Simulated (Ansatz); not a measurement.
Crystal: HfN.

```
Hf N
1.0
     0.00000    2.25600    2.25600
     2.25600    0.00000    2.25600
     2.25600    2.25600    0.00000
Hf N
1 1
Direct
  0.00000 0.00000 0.00000
  0.50000 0.50000 0.50000
```

Base run:

```yaml
Program: Ansatz 0.2.0
Functional: PBEsol
Potentials_or_basis: Ansatz PAW
Cutoff: 420 eV
Density_cutoff: 1680 eV
k_mesh: 10 × 10 × 10
Occupations: fermi-dirac, width 0.05 eV
Spin: no spin polarisation
Hubbard_terms: Hf d U = 2 eV
```

Its results: band gap on the k mesh none (metal or under the smearing width); pressure 0.9 GPa.

The run is repeated on the same cell with these changes: functional from PBEsol to r2SCAN; cutoff from 420 eV to 500 eV; density cutoff from 1680 eV to 2000 eV. What comes out?

Band gap on the k mesh none (metal or under the smearing width); pressure 5.4 GPa.

Caveats: U without spin polarisation on a metal has little footing; the PAW data sets come from PBE, with cores solved anew for the run's functional, which leaves a small shift of forces and pressure.

Not every run made on this cell is shown here.
